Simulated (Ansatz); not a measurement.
# Ga2Sb2H7: the cost of one run

Computed with Ansatz 0.2.0 (DFT PBEsol, scalar-relativistic, plane waves, PAW, unless a step's input says otherwise).

The COD entry's cell or inner coordinates are ideal or old and differ from later refinements, so a difference from it is no clean test against experiment.

1 further run of the same task is left out (set aside as unsound or not needed). Runs told in other sessions of the task aren't counted.

### Step 1. Starting point

Symmetry: F-43m, No. 216, cubic system. The conventional cell has a = 6.111 Å, b = 6.111 Å, c = 6.111 Å, α = 90.00°, β = 90.00°, γ = 90.00°. Around Ga (site symmetry -43m) lie 4 Sb at 2.65 Å. Around Sb (site symmetry -43m) lie 4 Ga at 2.65 Å.

As a file:

```
Ga Sb
1.0
     0.00000    3.05561    3.05561
     3.05561    0.00000    3.05561
     3.05561    3.05561    0.00000
Ga Sb
1 1
Cartesian
  0.0000 0.0000 0.0000
  1.5278 1.5278 1.5278
```

It is the result of an earlier relaxation at this level (volume 28.53 Å³/atom; gap on the mesh: none (metal)).

### Step 2. Next: the [111] wire, 8 host atoms a period with H caps

The wire is cut from the relaxed crystal, periodic along c with vacuum across. Atoms and period relax; energies count from the bulk, -5075.7672 eV an atom. Each H cap counts from half an H2 molecule (-15.609 eV in a separate run).

The cell holds 4 Ga, 4 Sb, 14 H: a = 14.600 Å, b = 16.400 Å, c = 10.585 Å, α = 90.00°, β = 90.00°, γ = 90.00°.

### Step 3. Relaxing it

Pressure and volume refer to the whole cell with its vacuum; only the period along c may change.

File input.yaml:

```yaml
crystal:
  lattice:
    - [14.6, 0.0, 0.0]
    - [0.0, 16.4, 0.0]
    - [0.0, 0.0, 10.5849583332]
  atoms:
    - { symbol: Ga, position: [0.5809214157, 0.5, 0.0] }
    - { symbol: Sb, position: [0.4954796827, 0.3682533188, 0.4166666667] }
    - { symbol: Ga, position: [0.4100379496, 0.5, 0.3333333333] }
    - { symbol: Sb, position: [0.4954796827, 0.6317466812, 0.4166666667] }
    - { symbol: Ga, position: [0.4954796827, 0.6317466812, 0.6666666667] }
    - { symbol: Sb, position: [0.4100379496, 0.5, 0.0833333333] }
    - { symbol: Ga, position: [0.4954796827, 0.3682533188, 0.6666666667] }
    - { symbol: Sb, position: [0.5809214157, 0.5, 0.75] }
    - { symbol: H, position: [0.6316135457, 0.5781646117, 0.0494412275] }
    - { symbol: H, position: [0.6316135457, 0.4218353883, 0.0494412275] }
    - { symbol: H, position: [0.4402672354, 0.2831186143, 0.3628166673] }
    - { symbol: H, position: [0.6059045773, 0.3682533188, 0.3628166673] }
    - { symbol: H, position: [0.3086536897, 0.5, 0.3827745609] }
    - { symbol: H, position: [0.4402672354, 0.7168813857, 0.3628166673] }
    - { symbol: H, position: [0.6059045773, 0.6317466812, 0.3628166673] }
    - { symbol: H, position: [0.3940954227, 0.6317466812, 0.7161078942] }
    - { symbol: H, position: [0.5461718127, 0.7099112929, 0.7161078942] }
    - { symbol: H, position: [0.3548255023, 0.4148652955, 0.0294833339] }
    - { symbol: H, position: [0.3548255023, 0.5851347045, 0.0294833339] }
    - { symbol: H, position: [0.3940954227, 0.3682533188, 0.7161078942] }
    - { symbol: H, position: [0.5461718127, 0.2900887071, 0.7161078942] }
    - { symbol: H, position: [0.6913463103, 0.5, 0.6961500006] }
basis:
  ecutwfc: 420
kpoints:
  mp_grid: { grid: [1, 1, 5] }
hamiltonian:
  xc: pbesol
scf:
  occupations: { method: gaussian, width: 0.05 }
output:
  forces: true
  stress: true
  eigenvalues: true
  populations: true
  write_density: true
  write_potential: true
  elf: true
  volumetric_format: npy
relax:
  adjacent_minimum: "off"
  f_tol: 0.02
  max_steps: 45
  cell: { fix: [a, b, alpha, beta, gamma], stress_tol: 0.03 }
```

On the command line:

```
> ansatz run input.yaml --threads 4 --pin off --max-ram 11264MiB --backend cpu --events-out ev --progress --plain --runs-dir out
```

Q: Estimate wall time and peak memory on 4 threads of Intel Xeon Platinum 8488C (Sapphire Rapids), shared host.

About 4.1 min, with a peak of 3.3 GiB.
